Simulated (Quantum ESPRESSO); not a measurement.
# CoO: phonons with LDA

The system is CoO.

```xyz
2
Lattice="-1.5080 1.5080 2.1073 1.5080 -1.5080 2.1073 1.5080 1.5080 -2.1073" Properties=species:S:1:pos:R:3 pbc="T T T"
Co    0.0000    0.0000    0.0000
O     0.0000    0.0000    2.1073
```

```json
{
  "Program": "Quantum ESPRESSO 7.5",
  "Task": "phonons",
  "Functional": "LDA",
  "Potentials or basis": "GBRV 1.5 LDA",
  "Cutoff": "762 eV",
  "Density cutoff": "6095 eV",
  "k mesh": "8 × 8 × 8, shifted",
  "Occupations": "fermi-dirac, width 0.05 eV",
  "Spin": "collinear spin, ferromagnetic start",
  "Starting moments": "[2.0, 0.0] μB",
  "Form of the LDA correlation": "PZ81",
  "Mixing beta": "0.3",
  "Most SCF iterations": "120",
  "SCF threshold": "4e-10 Ry"
}
```

```json
{
 "Relaxed volume": "8.52 Å³/atom",
 "Relaxed cell": "a = 2.892 Å, b = 2.892 Å, c = 2.892 Å, α = 120.28°, β = 120.28°, γ = 89.51°",
 "Space group after relaxing (to 0.05 Å)": "Fm-3m (No. 225)",
 "Pressure after relaxing": "-0.2 GPa",
 "Band gap on the k mesh": "none (metal or under the smearing width)",
 "Net moment": "2.29 μB per cell",
 "Absolute moment": "2.30 μB per cell",
 "Site moments": "Co +1.96; O +0.22 μB",
 "Valence electrons inside the program's atomic spheres": "Co 14.57; O 5.68",
 "Highest phonon frequency at Γ": "255 cm⁻¹"
}
```

The path:
```tsv
step	energy change (eV)	largest force (eV/Å)	pressure (GPa)	volume (Å³)
1	0.0000	0.0000	-16.73	19.17
2	-0.1120	0.0000	-5.59	17.58
3	-0.1186	0.0000	2.86	16.87
4	-0.1210	0.0000	-0.31	17.10
5	-0.1214	0.0000	-0.27	17.08
6	-0.1219	0.0000	-0.14	17.06
7	-0.1223	0.0000	0.07	17.03
8	-0.1223	0.0000	0.06	17.03
9	-0.1223	0.0000	0.00	17.04
```

Final structure:
```cif
data_structure
_symmetry_space_group_name_H-M 'P 1'
_symmetry_Int_Tables_number 1
_cell_length_a 2.8923
_cell_length_b 2.8923
_cell_length_c 2.8923
_cell_angle_alpha 120.281
_cell_angle_beta 120.281
_cell_angle_gamma 89.513
_cell_volume 17.04
loop_
_atom_site_label
_atom_site_type_symbol
_atom_site_fract_x
_atom_site_fract_y
_atom_site_fract_z
_atom_site_occupancy
Co1 Co 0.00000 0.00000 0.00000 1
O1 O 0.50000 0.50000 0.00000 1
```

Levels at points of the mesh, in eV from the Fermi level:
Spin up:
```csv
k point,band 11,band 12,band 13,band 14,band 15,band 16
"(0.06, 0.06, 0.06)",-2.53,-2.30,-1.43,3.13,14.25,16.77
```
Spin down:
| k point | band 7 | band 8 | band 9 | band 10 | band 11 | band 12 | band 13 | band 14 |
| --- | --- | --- | --- | --- | --- | --- | --- | --- |
| (0.06, 0.06, 0.06) | -4.40 | -4.26 | -1.48 | -0.91 | -0.87 | -0.36 | 0.40 | 3.64 |

Phonon frequencies in cm⁻¹ (negative: imaginary):
```
              q point            frequencies
(0.000, 0.000, 0.000)  -10 -9 -9 233 255 255
```

Wall time 3.5 min on 4 MPI ranks on Arm Neoverse V2, on a shared host, peak memory 0.4 GiB a rank.

Caveat: the k mesh is coarse (spacing up to 0.37 Å⁻¹), so the values aren't converged; the mesh is thin for the phonons of a metal; the cell relaxed to another space group than the one typed; a cell with one magnetic atom can't hold antiferromagnetic order, which such compounds often take; semilocal functionals often make such compounds metallic where correlation or magnetic order opens a gap, which also shifts bond lengths. With open d or f shells a metallic result of LDA can be an artefact of self-interaction; +U or a hybrid may open a gap.
